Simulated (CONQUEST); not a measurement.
CdS (Greenockite):

```
Cd S
1.0
     4.15000    0.00000    0.00000
     0.00000    6.73700    0.00000
     0.00000    0.00000    7.18801
Cd S
4 4
Direct
  0.00000 0.50000 0.33333
  0.50000 0.50000 0.83333
  0.00000 0.00000 0.66667
  0.50000 0.00000 0.16667
  0.00000 0.87500 0.33333
  0.50000 0.87500 0.83333
  0.00000 0.37500 0.66667
  0.50000 0.37500 0.16667
```

Program: CONQUEST 1.3. Alike in all runs: task single point; level PBE; no spin polarisation; cell as given; smearing fermi-dirac 0.05 eV.

Task: Order these runs on this cell by their band gap on the k mesh, lowest first.
A. potentials or basis PseudoDojo NC PBE, SZP, grid cutoff 120 Ha; k mesh 6 × 4 × 3
B. potentials or basis PseudoDojo NC PBE, DZ, grid cutoff 120 Ha; k mesh 7 × 4 × 4
C. potentials or basis PseudoDojo NC PBE, SZ, grid cutoff 120 Ha; k mesh 7 × 4 × 4

Result: C (0.54 eV), B (1.13 eV), A (1.50 eV).

Caveats: the atomic basis is small; the basis of atomic orbitals isn't converged, which shifts pressures, moduli and gaps; an odd mesh through Γ misses points on the zone boundary, where band edges often lie (some runs); the box holds several primitive cells, so bands are folded and the points are those of the box's own zone (some runs).

A k mesh can miss the band edges, odd and even meshes differently.
